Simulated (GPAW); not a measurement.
Runs of GPAW 26.7.0 on AgBr. The structure is cubic, space group Fm-3m (No. 225). Conventional cell: a = 5.740 Å, b = 5.740 Å, c = 5.740 Å, α = 90.00°, β = 90.00°, γ = 90.00°. Ag (site symmetry m-3m) is surrounded by 6 Br at 2.87 Å. Br (site symmetry m-3m) is surrounded by 6 Ag at 2.87 Å. 

| task | level | potentials or basis | spin | cutoff (eV) | eigensolver | band path | band points | spin axis theta (degrees) | spin axis phi (degrees) | grid spacing | gap on the mesh (eV) | pressure (GPa) | V0 of scaled cells (Å³/atom) | B0 (GPa) |
| --- | --- | --- | --- | --- | --- | --- | --- | --- | --- | --- | --- | --- | --- | --- |
| equation of state | BLYP+D3 | PAW data sets generated in the run's folder for this functional, pw | off | 600 | davidson | - | - | - | - | - | - | - | 24.71 | 41 |
| band structure | RPBE | the program's PAW data sets (release 1.2.1) made for this functional, pw | SOC, no magnetisation | 600 | - | GXWKGLUWLK,UX | 60 | 90 | 0 | - | (a) | (c) | - | - |
| band structure | rSCAN | GPAW PAW data sets (gpaw-data 1.2.1), pw | SOC, no magnetisation | 600 | - | GXWKGLUWLK,UX | 80 | 0 | 0 | - | 1.23 | (b) | - | - |
| equation of state | PBE+D3 | GPAW PAW data sets (gpaw-data 1.2.1), pw | off | 600 | - | - | - | - | - | - | - | - | 23.78 | 45 |

Alike in all rows: cell as given; k mesh 7 × 7 × 7; smearing fermi-dirac 0.05 eV.

Q: Fill in the values left out.

A: (a) 0.81; (b) 1.3; (c) 5.3.

Caveats: spin-orbit coupling was added after a scalar SCF, so levels and gaps hold it while energy, forces, pressure and moments don't (some runs); this program's spin-orbit splittings come out too wide for heavy elements (some runs); the PAW data sets were made with another functional, which shifts forces and pressure a little (some runs).

A k mesh can miss the band edges, and rows without SOC leave out spin-orbit coupling on Ag, Br.
